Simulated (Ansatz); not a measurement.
# Indium (omega (AlB2-type)) across density functionals

All rows: Ansatz, plane waves with scalar-relativistic PAW, 420 eV (500 eV for the SCAN forms), relaxed under each functional, no dispersion correction, no zero-point motion. B₀ comes from uniform scaling at fixed shape; a dash is a value not given.

```csv
functional,V (Å³/atom),cell,B₀ (GPa),magnetic state,ΔE to body-centred tetragonal (meV/atom)
PBE,27.92,"a = 5.383 Å, c = 3.337 Å (c/a = 0.620)",33,spin not included,28
r²SCAN,26.76,"a = 5.312 Å, c = 3.286 Å (c/a = 0.619)",39,spin not included,33
PBEsol,25.94,"a = 5.261 Å, c = 3.247 Å (c/a = 0.617)",42,spin not included,30
LDA,24.97,"a = 5.196 Å, c = 3.204 Å (c/a = 0.617)",47,spin not included,29
revPBE,28.88,"a = 5.441 Å, c = 3.379 Å (c/a = 0.621)",29,spin not included,26
RPBE,29.27,"a = 5.465 Å, c = 3.395 Å (c/a = 0.621)",28,spin not included,25
BLYP,31.49,"a = 5.586 Å, c = 3.495 Å (c/a = 0.626)",21,spin not included,10
```

LDA gives the smallest volume and BLYP the largest.
